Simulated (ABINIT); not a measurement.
Rh: equation of state with PW91+D4

**Measured values to compare with.**

From “Thermal equation of state of rhodium characterized by XRD in a resistively heated diamond anvil cell”, 2024, pmc:11535440, for a bulk crystal of Rh: bulk modulus 264 ± 1 GPa.

The system is Rh.

```xyz
1
Lattice="0.0000 1.8979 1.8979 1.8979 0.0000 1.8979 1.8979 1.8979 0.0000" Properties=species:S:1:pos:R:3 pbc="T T T"
Rh    0.0000    0.0000    0.0000
```

| Quantity | Value |
| --- | --- |
| Program | ABINIT 10.8.3 (patched build) |
| Task | equation of state |
| Functional | PW91 |
| Dispersion | D4 |
| Potentials or basis | JTH PAW PBE v2.0 |
| Cutoff | 544 eV |
| k mesh | 12 × 12 × 12 |
| Occupations | fermi-dirac, width 0.05 eV |
| Spin | no spin polarisation |
| Dispersion computed by | dftd4 4.3.1 |
| Fine-grid cutoff | 1088.46 eV |
| Exchange and correlation inside the PAW spheres | full angular mesh (pawxcdev 0, this build's default; the released program takes 1) |

- Equilibrium volume: 13.72 Å³/atom
- Bulk modulus: 287 GPa
- Pressure derivative of the bulk modulus: 3.9

Energy against volume, from the lowest point:
| volume (Å³/atom) | energy (meV/atom) |
| --- | --- |
| 12.851 | 54.24 |
| 13.125 | 24.44 |
| 13.398 | 6.24 |
| 13.671 | 0.00 |
| 13.945 | 2.73 |
| 14.218 | 14.78 |
| 14.492 | 35.16 |

Run time: 2.5 min on 1 thread of Arm Neoverse V1, on a shared host, peak memory 0.11 GiB.

A measured bulk modulus of Rh is 264 GPa (quoted in “Thermal equation of state of rhodium characterized by XRD in a resistively heated diamond anvil cell”, 2024, pmc:11535440); the calculated 287 GPa misses it by +8.6 %. The fit is for a static lattice scaled at fixed shape and fixed fractional positions.

Caveat: pressures at fixed basis lie under the slope of the energies; the log and the count of SCF iterations are those of the last ABINIT call alone; the PAW data sets were made with another functional, which shifts forces and pressure a little.
